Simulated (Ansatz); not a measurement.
# MoS2: the cost of one run

Program: Ansatz 0.2.0. Level of theory: DFT PBE, scalar-relativistic, plane waves, PAW. These are calculated values, not measurements.

### Step 1. Starting point

The structure is trigonal, space group P-3m1 (No. 164). Conventional cell: a = 3.185 Å, b = 3.185 Å, c = 21.671 Å, α = 90.00°, β = 90.00°, γ = 120.00°. Mo (site symmetry 3m) has 6 S at 2.40 to 2.41 Å in its first shell of neighbours. S (site symmetry 3m) has 3 Mo at 2.40 Å in its first shell of neighbours. Around S (site symmetry 3m) lie 3 Mo at 2.41 Å.

As a file:

```
CELL_PARAMETERS angstrom
9.55362 0.00000 0.00000
-4.77681 8.27368 0.00000
0.00000 0.00000 21.67054
ATOMIC_POSITIONS crystal
Mo 0.22222 0.11111 0.14884
Mo 0.22222 0.44444 0.14884
Mo 0.22222 0.77778 0.14884
Mo 0.55556 0.11111 0.14884
Mo 0.55556 0.44444 0.14884
Mo 0.55556 0.77778 0.14884
Mo 0.88889 0.11111 0.14884
Mo 0.88889 0.44444 0.14884
Mo 0.88889 0.77778 0.14884
Mo 0.11111 0.22222 0.85116
Mo 0.11111 0.55556 0.85116
Mo 0.11111 0.88889 0.85116
Mo 0.44444 0.22222 0.85116
Mo 0.44444 0.55556 0.85116
Mo 0.44444 0.88889 0.85116
Mo 0.77778 0.22222 0.85116
Mo 0.77778 0.55556 0.85116
Mo 0.77778 0.88889 0.85116
S 0.11111 0.22222 0.22037
S 0.11111 0.55556 0.22037
S 0.11111 0.88889 0.22037
S 0.44444 0.22222 0.22037
S 0.44444 0.55556 0.22037
S 0.44444 0.88889 0.22037
S 0.77778 0.22222 0.22037
S 0.77778 0.55556 0.22037
S 0.77778 0.88889 0.22037
S 0.22222 0.11111 0.92275
S 0.22222 0.44444 0.92275
S 0.22222 0.77778 0.92275
S 0.55556 0.11111 0.92275
S 0.55556 0.44444 0.92275
S 0.55556 0.77778 0.92275
S 0.88889 0.11111 0.92275
S 0.88889 0.44444 0.92275
S 0.88889 0.77778 0.92275
S 0.11111 0.22222 0.07725
S 0.11111 0.55556 0.07725
S 0.11111 0.88889 0.07725
S 0.44444 0.22222 0.07725
S 0.44444 0.55556 0.07725
S 0.44444 0.88889 0.07725
S 0.77778 0.22222 0.07725
S 0.77778 0.55556 0.07725
S 0.77778 0.88889 0.07725
S 0.22222 0.11111 0.77963
S 0.22222 0.44444 0.77963
S 0.22222 0.77778 0.77963
S 0.55556 0.11111 0.77963
S 0.55556 0.44444 0.77963
S 0.55556 0.77778 0.77963
S 0.88889 0.11111 0.77963
S 0.88889 0.44444 0.77963
S 0.88889 0.77778 0.77963
```

The runs take a perfect supercell of 54 atoms; the defect goes to fractional position (0.667, 0.000, 0.917).

### Step 2. The perfect supercell

Contents of input.yaml:

```yaml
crystal:
  lattice:
    - [9.553624, 0.0, 0.0]
    - [-4.776812, 8.273681, 0.0]
    - [0.0, 0.0, 21.670535]
  atoms:
    - { symbol: Mo, position: [0.222222, 0.111111, 0.14884] }
    - { symbol: Mo, position: [0.222222, 0.444444, 0.14884] }
    - { symbol: Mo, position: [0.222222, 0.777778, 0.14884] }
    - { symbol: Mo, position: [0.555556, 0.111111, 0.14884] }
    - { symbol: Mo, position: [0.555556, 0.444444, 0.14884] }
    - { symbol: Mo, position: [0.555556, 0.777778, 0.14884] }
    - { symbol: Mo, position: [0.888889, 0.111111, 0.14884] }
    - { symbol: Mo, position: [0.888889, 0.444444, 0.14884] }
    - { symbol: Mo, position: [0.888889, 0.777778, 0.14884] }
    - { symbol: Mo, position: [0.111111, 0.222222, 0.85116] }
    - { symbol: Mo, position: [0.111111, 0.555556, 0.85116] }
    - { symbol: Mo, position: [0.111111, 0.888889, 0.85116] }
    - { symbol: Mo, position: [0.444444, 0.222222, 0.85116] }
    - { symbol: Mo, position: [0.444444, 0.555556, 0.85116] }
    - { symbol: Mo, position: [0.444444, 0.888889, 0.85116] }
    - { symbol: Mo, position: [0.777778, 0.222222, 0.85116] }
    - { symbol: Mo, position: [0.777778, 0.555556, 0.85116] }
    - { symbol: Mo, position: [0.777778, 0.888889, 0.85116] }
    - { symbol: S, position: [0.111111, 0.222222, 0.220375] }
    - { symbol: S, position: [0.111111, 0.555556, 0.220375] }
    - { symbol: S, position: [0.111111, 0.888889, 0.220375] }
    - { symbol: S, position: [0.444444, 0.222222, 0.220375] }
    - { symbol: S, position: [0.444444, 0.555556, 0.220375] }
    - { symbol: S, position: [0.444444, 0.888889, 0.220375] }
    - { symbol: S, position: [0.777778, 0.222222, 0.220375] }
    - { symbol: S, position: [0.777778, 0.555556, 0.220375] }
    - { symbol: S, position: [0.777778, 0.888889, 0.220375] }
    - { symbol: S, position: [0.222222, 0.111111, 0.922749] }
    - { symbol: S, position: [0.222222, 0.444444, 0.922749] }
    - { symbol: S, position: [0.222222, 0.777778, 0.922749] }
    - { symbol: S, position: [0.555556, 0.111111, 0.922749] }
    - { symbol: S, position: [0.555556, 0.444444, 0.922749] }
    - { symbol: S, position: [0.555556, 0.777778, 0.922749] }
    - { symbol: S, position: [0.888889, 0.111111, 0.922749] }
    - { symbol: S, position: [0.888889, 0.444444, 0.922749] }
    - { symbol: S, position: [0.888889, 0.777778, 0.922749] }
    - { symbol: S, position: [0.111111, 0.222222, 0.077251] }
    - { symbol: S, position: [0.111111, 0.555556, 0.077251] }
    - { symbol: S, position: [0.111111, 0.888889, 0.077251] }
    - { symbol: S, position: [0.444444, 0.222222, 0.077251] }
    - { symbol: S, position: [0.444444, 0.555556, 0.077251] }
    - { symbol: S, position: [0.444444, 0.888889, 0.077251] }
    - { symbol: S, position: [0.777778, 0.222222, 0.077251] }
    - { symbol: S, position: [0.777778, 0.555556, 0.077251] }
    - { symbol: S, position: [0.777778, 0.888889, 0.077251] }
    - { symbol: S, position: [0.222222, 0.111111, 0.779625] }
    - { symbol: S, position: [0.222222, 0.444444, 0.779625] }
    - { symbol: S, position: [0.222222, 0.777778, 0.779625] }
    - { symbol: S, position: [0.555556, 0.111111, 0.779625] }
    - { symbol: S, position: [0.555556, 0.444444, 0.779625] }
    - { symbol: S, position: [0.555556, 0.777778, 0.779625] }
    - { symbol: S, position: [0.888889, 0.111111, 0.779625] }
    - { symbol: S, position: [0.888889, 0.444444, 0.779625] }
    - { symbol: S, position: [0.888889, 0.777778, 0.779625] }
basis:
  ecutwfc: 420
  fft_grid_basis: typed
kpoints:
  mp_grid: { grid: [3, 3, 1] }
hamiltonian:
  xc: pbe
  pseudopotentials: { kind: paw }
scf:
  occupations: { method: gaussian, width: 0.05 }
output:
  forces: true
  stress: false
  eigenvalues: true
  bader: false
  write_density: true
  volumetric_format: npy
```

Started as:

```bash
$ ansatz run input.yaml --threads 8 --pin off --max-ram 16384MiB --backend cpu --events-out ev --progress --plain --runs-dir out
```

**Question.** How long does this run take on 8 threads of Arm Neoverse V2, shared host, and how much memory does it need?

About 12 s, with a peak of 6.6 GiB.
